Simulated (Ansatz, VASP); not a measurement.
# One calculation of MnSi, two programs

```
CELL_PARAMETERS angstrom
3.07218 0.00000 0.00000
0.00000 3.07218 0.00000
0.00000 0.00000 3.07218
ATOMIC_POSITIONS crystal
Mn 0.00000 0.00000 0.00000
Si 0.50000 0.50000 0.50000
```

The cell was built by a generator and needn't be a form met in nature.

Alike in both runs: task single point; functional PBE; k mesh 9 × 9 × 9; occupations fermi-dirac, width 0.05 eV; collinear spin, ferromagnetic start.

```csv
,VASP,Ansatz
version,VASP 6.6.1,Ansatz 0.2.0
potentials or method,"VASP PAW PBE potentials, release 64 (Mn_pv, Si)",Ansatz PAW
plane-wave cutoff (eV),520,420
valence electrons in the cell,17,19
```

```tsv
	VASP	Ansatz	Ansatz less VASP
gap on the k mesh at the Fermi level (eV)	none	none	-
net moment per atom (μB)	1.26	0.49	-0.774
size of the moment on the site where the two differ most (μB)	2.63	1.09	-1.538
```

The net moments differ so much that the two runs ended in different magnetic states, which moves the other rows too. Site moments also hang on the region over which each program counts them. A gap of «none» marks a metal or a gap that the smearing closes. The two sets of potentials don't hold the same shells in valence.

Caveats: the moment fell far below its start of 4 μB, so a state of higher moment may lie lower in energy (Ansatz).
